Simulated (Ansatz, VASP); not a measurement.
**Cross-check of SrCl2 between VASP and Ansatz**

Aim: how closely do two programs agree when they are given the same cell, functional and k mesh? The cell is taken from a series of runs on this material, whose earlier steps may have relaxed, scaled, displaced or heated it; both programs get it as it stands.

Program: Ansatz 0.2.0. Level of theory: plane waves, with VASP 6.6.1 beside it; single point at HSE06. Results are calculated unless marked as measured.

### Step 1. The starting structure

The cell holds 9 atoms: 6 Cl and 3 Sr. Cell: a = 4.933 Å, b = 4.933 Å, c = 42.200 Å, α = 90.0°, β = 90.0°, γ = 120.0°. It derives from SrCl2. Vacuum lies along c.

### Step 2. Ansatz: single point, HSE06

Ansatz runs on its default PAW (the set named soft_2) files.

With cell and atoms fixed, the geometry can't cause a difference; cores, projectors, grids and the points listed under the comparison can.

The input, input.yaml:

```yaml
crystal:
  lattice:
    - [4.9332718803, 0.0, 0.0]
    - [-2.4666359402, 4.2723387721, 0.0]
    - [0.0, 0.0, 42.2]
  atoms:
    - { symbol: Cl, position: [0.6666666667, 0.3333333333, 0.5685053322] }
    - { symbol: Sr, position: [0.0, 0.0, 0.5896066622] }
    - { symbol: Cl, position: [0.3333333333, 0.6666666667, 0.612664676] }
    - { symbol: Cl, position: [0.3333333333, 0.6666666667, 0.4785028451] }
    - { symbol: Sr, position: [0.6666666667, 0.3333333333, 0.5] }
    - { symbol: Cl, position: [0.0, 0.0, 0.5214971549] }
    - { symbol: Cl, position: [0.0, 0.0, 0.387335324] }
    - { symbol: Sr, position: [0.3333333333, 0.6666666667, 0.4103933378] }
    - { symbol: Cl, position: [0.6666666667, 0.3333333333, 0.4314946678] }
  periodic: [true, true, false]
kpoints:
  mp_grid: { grid: [3, 3, 1] }
  band_path:
    path: [[0.0, 0.0, 0.0], [0.5, 0.0, 0.0], [0.3333333333, 0.3333333333, 0.0]]
    npoints: 1
hamiltonian:
  xc: hse06
scf:
  occupations: { method: fixed }
  n_extra_bands: 7
output:
  eigenvalues: true
```

The run is started by

```sh
> ansatz run input.yaml --threads 4 --pin off --max-ram 17510MiB --backend cpu --events-out ev --progress --plain --runs-dir out
```

Numbers of over 12 decimals in the logs are rounded to 6 here.

The program printed:

```text
scf.n_extra_bands = 7 over 36 filled bands (N_el = 72.0): the run solves 43 bands
Engine: ansatz 0.2.0, aarch64-unknown-linux-gnu
Pseudopotentials: kind: paw
Pseudopotential: Cl, paw, valence charge 7, recommended cutoff 420 eV (normal), Cl.paw.azcp
Pseudopotential: Sr, paw, valence charge 10, recommended cutoff 420 eV (normal), Sr.paw.azcp
Functional definition: HSE06
  parameter a = 0.25
  parameter omega = 0.11/bohr
  exchange = pbe_x - a*pbe_x_sr(omega) + a*exact_x_sr(omega)
  correlation = pbe_c
davidson cushion auto → on  (no smearing: the cushion is to keep the highest requested band from converging to the state above it; pin scf.eigensolver.cushion to override)
Crystal: 9 atoms, lattice volume = 889.433 Å³
Basis set: ecut = 420 eV, 17391 PW (Γ)
Bands: 43, of which v1, the nominal top of the filled ones, is band 36 counted from 1 (35 counted from 0)
Symmetry: 12 space group operations
Space group: P-3m1 (ITA 164), of the structure as read, at distance tolerance 9.6e-5 Å
k-points: 3 of 9
Non-local potential: Cl, projectors of the file, l = 0: 2, l = 1: 2, l = 2: 2
Non-local potential: Sr, projectors of the file, l = 0: 3, l = 1: 2, l = 2: 2
PAW form: soft (Blöchl's): semilocal exchange-correlation on the pseudo side does not see the compensation charge
PAW frozen core: Cl, regenerated for the run's functional, and the local potential with it (the file was generated under x = pbe(κ = 0.804, μ = 0.219515), c = pbe(β = 0.066725))
PAW frozen core: Sr, regenerated for the run's functional, and the local potential with it (the file was generated under x = pbe(κ = 0.804, μ = 0.219515), c = pbe(β = 0.066725))
PAW one-centre angular grid: Cl, 110 points (default); XC on 64 Gauss nodes
PAW one-centre angular grid: Sr, 110 points (default); XC on 64 Gauss nodes
Initial density: superposition of atomic densities (neutral atoms: chi_scale 0, normalization atom), corrected by the library's trained network
Initial wavefunctions: pseudopotential atomic-orbital guess
Functional: x = pbe(κ = 0.804, μ = 0.219515), c = pbe(β = 0.066725), warm-up for x = pbe(κ = 0.804, μ = 0.219515) + 0.25 (exact − pbe) at short range (hse, ω = 0.207870 Å⁻¹), c = pbe(β = 0.066725); HSE06 as pw.x's `hse` composes it (authors' and Libxc's form: `xc: wpbeh`)
SCF iter   1: F=—  HF=-17131.554654 eV  |F-HF|=—  |Δ(HF+E_count)|=         —  Δρ=4.92e-4  dr2=3.08e-3  ethr=1.77e-3  ⟨swp⟩=17.7  Hψ=798  notcnv=0
preconditioner: auto → none  [insulator: Δε(μ)=5.373 eV  Ē_g=13.424 eV  n_scr=102 (ndim 8)  ℏωp=10.1 eV  f_vac=0.707]
SCF iter   2: F=-17131.557591 eV  HF=-17131.557282 eV  |F-HF|=3.09e-4  |Δ(HF+E_count)|=   2.63e-3  Δρ=2.24e-4  dr2=4.41e-4  ethr=4.28e-6  ⟨swp⟩=6.7  Hψ=549  notcnv=0  defer=14
SCF 1 stopped early in 2 iterations: F = -17131.557591 eV  dr2 = 4.41e-4
  greatest PAW one-centre occupation: 0.987 electrons in one spin orbital (limit 2), on the Sr atom at site 4 (counted from 0), in its partial waves of l = 0
Initial density: handed on by an earlier stage of this run
Initial wavefunctions: those handed on with the density
Functional: x = pbe(κ = 0.804, μ = 0.219515) + 0.25 (exact − pbe) at short range (hse, ω = 0.207870 Å⁻¹), c = pbe(β = 0.066725); HSE06 as pw.x's `hse` composes it (authors' and Libxc's form: `xc: wpbeh`)
Exchange kernel: α = 0.2500, screened, ω = 0.2079 Å⁻¹, Wigner–Seitz truncation, v(0) = 1028.1316 eV·Å³, q-mesh 3×3×1, nearest image of the exchange supercell L = 14.80 Å, pair-density grid 24×24×180, without the augmentation charges, whose exchange is taken in its separable form by FFT convolution over the k-point mesh (sized by the pseudopotential files, 30×30×288 at the most), smooth part of the exact exchange by density-matrix convolution
Frozen-core exchange: fock
SCF iter   1: F=—  HF=-17144.157109 eV  |F-HF|=—  |Δ(HF+E_count)|=         —  Δρ=1.58e-3  dr2=2.17e-2  ethr=6.13e-6  ⟨swp⟩=11.0  Hψ=678  notcnv=0
preconditioner: auto → none  [insulator: Δε(μ)=6.679 eV  Ē_g=15.317 eV  n_scr=102 (ndim 8)  ℏωp=10.1 eV  f_vac=0.706]
SCF iter   2: F=—  HF=-17144.149738 eV  |F-HF|=—  |Δ(HF+E_count)|=   7.37e-3  Δρ=7.48e-4  dr2=3.82e-3  ethr=6.13e-6  ⟨swp⟩=5.7  Hψ=440  notcnv=0
SCF iter   3: F=—  HF=-17144.162473 eV  |F-HF|=—  |Δ(HF+E_count)|=   1.27e-2  Δρ=2.92e-4  dr2=1.13e-3  ethr=3.97e-6  ⟨swp⟩=5.0  Hψ=443  notcnv=0
iter 4 solved again at ethr=1.39e-8 eV; its pass at ethr=1.54e-6 eV (dr2=1.00e-5 eV) is discarded
SCF iter   4: F=—  HF=-17144.162135 eV  |F-HF|=—  |Δ(HF+E_count)|=   3.38e-4  Δρ=4.28e-5  dr2=2.46e-5  ethr=1.39e-8  ⟨swp⟩=5.3  Hψ=809  notcnv=0
SCF iter   5: F=—  HF=-17144.162337 eV  |F-HF|=—  |Δ(HF+E_count)|=   2.02e-4  Δρ=3.44e-5  dr2=1.79e-5  ethr=1.39e-8  ⟨swp⟩=6.7  Hψ=513  notcnv=0
SCF iter   6: F=-17144.162331 eV  HF=-17144.162331 eV  |F-HF|=1.88e-9  |Δ(HF+E_count)|=   5.65e-6  Δρ=3.68e-6  dr2=2.58e-7  ethr=1.39e-8  ⟨swp⟩=4.3  Hψ=396  notcnv=0
SCF 2 stopped early in 6 iterations: F = -17144.162331 eV  dr2 = 2.58e-7
hybrid outer 1: dexx = +1.515e-2 eV, tail = 1.59e-5 eV
Exchange kernel: α = 0.2500, screened, ω = 0.2079 Å⁻¹, Wigner–Seitz truncation, v(0) = 1028.1316 eV·Å³, q-mesh 3×3×1, nearest image of the exchange supercell L = 14.80 Å, pair-density grid 24×24×180, without the augmentation charges, whose exchange is taken in its separable form by FFT convolution over the k-point mesh (sized by the pseudopotential files, 30×30×288 at the most), smooth part of the exact exchange by density-matrix convolution
Frozen-core exchange: fock
SCF iter   1: F=—  HF=-17144.162246 eV  |F-HF|=—  |Δ(HF+E_count)|=         —  Δρ=1.31e-5  dr2=7.18e-7  ethr=1.11e-7  ⟨swp⟩=5.3  Hψ=371  notcnv=0
preconditioner: auto → none  [insulator: Δε(μ)=6.633 eV  Ē_g=15.297 eV  n_scr=102 (ndim 8)  ℏωp=10.1 eV  f_vac=0.706]
SCF iter   2: F=—  HF=-17144.162246 eV  |F-HF|=—  |Δ(HF+E_count)|=   1.26e-7  Δρ=6.24e-6  dr2=1.13e-7  ethr=8.50e-10  ⟨swp⟩=5.3  Hψ=440  notcnv=0
SCF iter   3: F=-17144.162246 eV  HF=-17144.162246 eV  |F-HF|=1.59e-8  |Δ(HF+E_count)|=   1.44e-8  Δρ=1.62e-6  dr2=3.60e-8  ethr=1.36e-10  ⟨swp⟩=4.3  Hψ=386  notcnv=0
SCF 3 converged in 3 iterations: F = -17144.162246 eV  dr2 = 3.60e-8
hybrid outer 2: dexx = +2.318e-7 eV, tail = 8.40e-8 eV, Δε = 1.15e-3 eV (about 8.20e-5 eV left of the loop's levels)
NSCF: frozen V_eff on 3 k-points
hybrid SCF converged: 2 outer / 9 inner (+2 warm-up), last move |dexx| = 2.32e-7 eV, tail = 8.40e-8 eV
Stability not checked: this state was not tested for a lower state beside it, because the functional holds exact exchange (a hybrid, or Hartree-Fock), whose exchange loop this test does not read (fock_operator; see scf.lower_state_search)
Free energy (F): -17144.162247 eV
Frozen-core exchange: fock
Harris-Foulkes:  -17144.162247 eV  (|F-HF|=1.59e-8)
Internal energy: -17144.162247 eV  (E = F + TS)
E sigma→0 (E₀):  -17144.162247 eV
Fermi energy:    -7.986972 eV
--- Per-component energies (eV) ---
  E_band       = -1268.481628
  E_kinetic    = 1706.800054
  E_local      = -155516.107334  (includes V_loc(G=0)·N_el)
  E_nonlocal   = 774.224669
  E_hartree    = 76602.865332
  E_xc         = -935.054766
  E_vxc        = -976.171420  (∫ρ·V_xc dr)
  E_exx        = -163.027975  (= α·E_x^exact, valence–valence)
  E_paw        = -12121.899005  (= ΣΔE_a)
  E_vpaw       = -136.889789  (= ΣTr[D̂ρ^β])
  E_aug_tail   = 0.000535  (compensation charges beyond the density's cutoff)
  E_ewald      = 72509.819188
  E_core_change = -1.782945  (= ΣΔE_core)
  E_smearing   = -0.000000  (= −TS)
  E_closure    = -0.000000  (closes the sum)
  Σ components = -17144.162247   (vs F -17144.162247, Δ=3.64e-12)
--- Band table (eV) ---
  k-point 0: bands = [... 32 lower, -8.2909, -8.2909, -8.1763, -8.1763, -1.3540, -1.1220, -0.2288, -0.2288, ... 3 higher]
  k-point 1: bands = [... 32 lower, -8.2502, -8.2399, -8.0959, -7.9870, -0.6396, -0.3394, -0.2752, -0.1291, ... 3 higher]
  k-point 2: bands = [... 32 lower, -8.1954, -8.1015, -8.0145, -8.0145, -0.3768, -0.3768, 0.1262, 0.2721, ... 3 higher]
  the weakly bound empty levels are not read free of the cell's end (exact_exchange)
```

### Step 3. VASP: single point, HSE06

The same cell, functional and mesh now go to VASP, with its own data sets.

Lines of VASP's logs that name or quote its potential files are left out, and so is its time.

The run reads the wave functions of an earlier VASP run, which isn't shown here.

The input, INCAR:

```
SYSTEM = SrCl2
PREC = Accurate
ENCUT = 400
EDIFF = 1E-06
NELM = 100
ISMEAR = 0
SIGMA = 0.01
LREAL = .FALSE.
ALGO = Normal
LHFCALC = .TRUE.
AEXX = 0.25
GGA = PE
HFSCREEN = 0.208
LASPH = .TRUE.
NBANDS = 45
PRECFOCK = Fast
LORBIT = 11
LWAVE = .FALSE.
LCHARG = .FALSE.
ISIF = 2
LDIPOL = .TRUE.
IDIPOL = 3
DIPOL = 0.5 0.5 0.5
LVHAR = .TRUE.
```

The input, POSCAR:

```
SrCl2
1.0
    4.9332718803      0.0000000000      0.0000000000
   -2.4666359402      4.2723387721      0.0000000000
    0.0000000000      0.0000000000     42.2000000000
Cl Sr
6 3
Direct
    0.6666666667      0.3333333333      0.5685053322
    0.3333333333      0.6666666667      0.6126646760
    0.3333333333      0.6666666667      0.4785028451
    0.0000000000      0.0000000000      0.5214971549
    0.0000000000      0.0000000000      0.3873353240
    0.6666666667      0.3333333333      0.4314946678
    0.0000000000      0.0000000000      0.5896066622
    0.6666666667      0.3333333333      0.5000000000
    0.3333333333      0.6666666667      0.4103933378
```

The input, KPOINTS:

```
Automatic mesh
0
Gamma
3 3 1
0 0 0
```

PAW data sets: Cl and Sr_sv (PBE family, release 64).

The run is started by

```sh
> export OMP_NUM_THREADS=4
> mpirun -np 1 vasp_std
```

The program printed:

```text
[banner, memory and clock lines left out]
running    1 mpi-ranks, on    1 nodes
 distrk:  each k-point on    1 cores,    1 groups
 distr:  one band on    1 cores,    1 groups
 Offloading initialized ...    1 GPUs detected
 POSCAR found type information on POSCAR ClSr
 POSCAR found :  2 types and       9 ions
 LDA part: xc-table for (Slater+PW92), standard interpolation
 found WAVECAR, reading the header
 POSCAR, INCAR and KPOINTS ok, starting setup
 FFT: planning ... GRIDC
 FFT: planning ... GRID_SOFT
 FFT: planning ... GRID
 reading WAVECAR
 the WAVECAR file was read successfully
 initial charge from wavefunction
 entering main loop
       N       E                     dE             d eps       ncg     rms          rms(c)
DAV:   1    -0.437763537327E+02   -0.43776E+02   -0.93197E-01   351   0.461E+00    0.311E+00
DAV:   2    -0.437915090758E+02   -0.15155E-01   -0.78450E-02   380   0.115E+00    0.201E+00
DAV:   3    -0.437889147282E+02    0.25943E-02   -0.49680E-03   354   0.350E-01    0.109E+00
DAV:   4    -0.437880547476E+02    0.85998E-03   -0.21523E-03   324   0.210E-01    0.585E-01
DAV:   5    -0.437878465441E+02    0.20820E-03   -0.61188E-04   394   0.999E-02    0.312E-01
DAV:   6    -0.437877781275E+02    0.68417E-04   -0.11910E-04   428   0.479E-02    0.168E-01
DAV:   7    -0.437877513989E+02    0.26729E-04   -0.30902E-05   402   0.259E-02    0.929E-02
DAV:   8    -0.437877413100E+02    0.10089E-04   -0.91359E-06   372   0.147E-02    0.520E-02
DAV:   9    -0.437877376555E+02    0.36545E-05   -0.28580E-06   268   0.912E-03    0.300E-02
DAV:  10    -0.437877366152E+02    0.10403E-05   -0.13961E-06   236   0.642E-03    0.172E-02
DAV:  11    -0.437877367576E+02   -0.14245E-06   -0.74368E-07   236   0.454E-03
   1 F= -.43787737E+02 E0= -.43787737E+02  d E =-.446528-103
```

OUTCAR, selected parts (step 3):

```text
ion  position               nearest neighbor table
   1  0.667  0.333  0.569-   8 2.89   7 2.98   7 2.98   7 2.98
   2  0.333  0.667  0.613-   7 3.01   7 3.01   7 3.01
   3  0.333  0.667  0.479-   9 2.87   8 2.99   8 2.99   8 2.99
   4  0.000  0.000  0.521-   7 2.87   8 2.99   8 2.99   8 2.99
   5  0.000  0.000  0.387-   9 3.01   9 3.01   9 3.01
   6  0.667  0.333  0.431-   8 2.89   9 2.98   9 2.98   9 2.98
   7  0.000  0.000  0.590-   4 2.87   1 2.98   1 2.98   1 2.98   2 3.01   2 3.01   2 3.01   8 4.73
                             8 4.73   8 4.73
   8  0.667  0.333  0.500-   1 2.89   6 2.89   3 2.99   3 2.99   4 2.99   4 2.99   4 2.99   3 2.99
                             9 4.73   9 4.73   7 4.73   7 4.73   7 4.73   9 4.73
   9  0.333  0.667  0.410-   3 2.87   6 2.98   6 2.98   6 2.98   5 3.01   5 3.01   5 3.01   8 4.73
                             8 4.73   8 4.73

  LATTYP: Found a hexagonal cell.
 ALAT       =     4.9332718803
 C/A-ratio  =     8.5541606106

 Subroutine GETGRP returns: Found 12 space group operations
 (whereof  6 operations were pure point group operations)

The static configuration has the point symmetry C_3v.
 The point group associated with its full space group is D_3d.

 Found      3 irreducible k-points:

   k-points           NKPTS =      3   k-points in BZ     NKDIM =      9   number of bands    NBANDS=     45

   dimension x,y,z NGX =    32 NGY =   32 NGZ =  280
   dimension x,y,z NGXF=    64 NGYF=   64 NGZF=  560

   ENCUT  =  400.0 eV  29.40 Ry    5.42 a.u.   8.04  8.04 68.82*2*pi/ulx,y,z

   NELECT =      72.0000    total number of electrons

 k-points in reciprocal lattice and weights: Automatic mesh
   0.00000000  0.00000000  0.00000000       0.111
   0.33333333  0.00000000  0.00000000       0.667
   0.33333333  0.33333333  0.00000000       0.222

  exchange ACFDT corr.  =         0.00000000  see jH, gK, PRB 81, 115126

 dipolmoment           0.000000      0.000000     -0.000001 electrons x Angstroem

 average (electrostatic) potential at core
       1 -94.3578       2 -93.8773       3 -94.4700       4 -94.4699       5 -93.8773
       6 -94.3578       7 -39.5333       8 -39.3396       9 -39.5333

 E-fermi :  -5.8270

 k-point     1 :       0.0000    0.0000    0.0000
  band No.  band energies     occupation
    ...
     32      -6.2982      2.00000
     33      -6.2835      2.00000
     34      -6.2835      2.00000
     35      -6.1690      2.00000
     36      -6.1690      2.00000
     37       0.6405      0.00000
     38       0.8663      0.00000
     39       1.7576      0.00000
     40       1.7613      0.00000
     41       1.7613      0.00000
    ...

 k-point     2 :       0.3333    0.0000    0.0000
  band No.  band energies     occupation
    ...
     32      -6.3084      2.00000
     33      -6.2459      2.00000
     34      -6.2352      2.00000
     35      -6.0892      2.00000
     36      -5.9794      2.00000
     37       1.3555      0.00000
     38       1.6506      0.00000
     39       1.7144      0.00000
     40       1.8644      0.00000
     41       2.1892      0.00000
    ...

 k-point     3 :       0.3333    0.3333    0.0000
  band No.  band energies     occupation
    ...
     32      -6.1853      2.00000
     33      -6.1853      2.00000
     34      -6.0930      2.00000
     35      -6.0102      2.00000
     36      -6.0102      2.00000
     37       1.6187      0.00000
     38       1.6187      0.00000
     39       2.1213      0.00000
     40       2.2674      0.00000
     41       2.2827      0.00000
    ...

  Total        0.8822637      0.8822637      4.5500136     -0.0000000      0.0000000     -0.0000000
  in kB        1.5892631      1.5892631      8.1961536     -0.0000000      0.0000000     -0.0000000
  external PRESSURE =       3.7915599 kB  Pullay stress =       0.0000000 kB

  energy-cutoff  :      400.00
  volume of cell :      889.43
      direct lattice vectors                 reciprocal lattice vectors
     4.933271880  0.000000000  0.000000000     0.202705228  0.117031918 -0.000000000
    -2.466635940  4.272338772  0.000000000     0.000000000  0.234063836  0.000000000
     0.000000000  0.000000000 42.200000000     0.000000000 -0.000000000  0.023696682

 POSITION                                       TOTAL-FORCE (eV/Angst)
 -----------------------------------------------------------------------------------
      2.46664      1.42411     23.99093        -0.000000      0.000000      0.015128
     -0.00000      2.84823     25.85445         0.000000     -0.000000      0.314291
     -0.00000      2.84823     20.19282         0.000000     -0.000000      0.023941
      0.00000      0.00000     22.00718         0.000000      0.000000     -0.023941
      0.00000      0.00000     16.34555        -0.000000     -0.000000     -0.314291
      2.46664      1.42411     18.20907         0.000000     -0.000000     -0.015128
      0.00000      0.00000     24.88140         0.000000     -0.000000      0.210049
      2.46664      1.42411     21.10000        -0.000000     -0.000000      0.000000
     -0.00000      2.84823     17.31860        -0.000000      0.000000     -0.210049
 -----------------------------------------------------------------------------------
    total drift:                               -0.000001      0.000001     -0.000008

  FREE ENERGIE OF THE ION-ELECTRON SYSTEM (eV)
  ---------------------------------------------------
  free  energy   TOTEN  =       -43.7877367576 eV

  energy  without entropy=      -43.7877367576  energy(sigma->0) =      -43.78773676

 vacuum level on the upper side and lower side of the slab         2.030         2.030

 total charge
# of ion       s       p       d       tot
------------------------------------------
    1        1.587   3.616   0.000   5.203
    2        1.584   3.586   0.000   5.170
    3        1.587   3.618   0.000   5.204
    4        1.587   3.618   0.000   5.204
    5        1.584   3.586   0.000   5.170
    6        1.587   3.616   0.000   5.203
    7        1.996   5.814   0.138   7.948
    8        1.998   5.823   0.152   7.973
    9        1.996   5.814   0.138   7.948
--------------------------------------------------
tot         15.505  39.089   0.429  55.024
```

### Step 4. Differences

Known differences besides the potentials themselves: exact exchange at q = 0 is treated differently, which shows on coarse meshes; VASP keeps PBE cores, Ansatz makes them for the functional; fixed occupations in Ansatz, narrow Gaussian smearing in VASP; Ansatz cuts the interaction across the vacuum, VASP repeats the sheet with a dipole correction; the cutoff is 420 eV in Ansatz and 400 eV in VASP; VASP takes a coarser grid for exact exchange (PRECFOCK = Fast). Total energies have different zeros and are not compared.

Compared:

```
              quantity  Ansatz   VASP  difference
gap on the k mesh (eV)   6.633  6.620      +0.013
```

A gap on the mesh is an upper bound, since the band edges may lie between its points. With vacuum in the cell, a pressure given here is an average over mostly empty space and none of the material.

### Step 5. What came out

- difference in gap on the k mesh (single point, HSE06): 0.013 eV

**Reading.** The difference in gap on the k mesh is 0.013 eV (single point, HSE06), within the 0.08 eV picked in this series as the mark of a large difference. How closely two codes agree says nothing of how well the functional describes the real material.

[Lines on the potential files, build, host, timing and source positions are cut from VASP's logs without a mark.]

[Logs are printed without paths, hosts, clocks, repeated set-up lines and the standing remarks that a program may print on its own settings, such as how far it seeks lower states.]

[Hosts, paths, dates, database ids (printed as entryN), source tags and the programs' standing remarks are cut or masked in the printed files.]
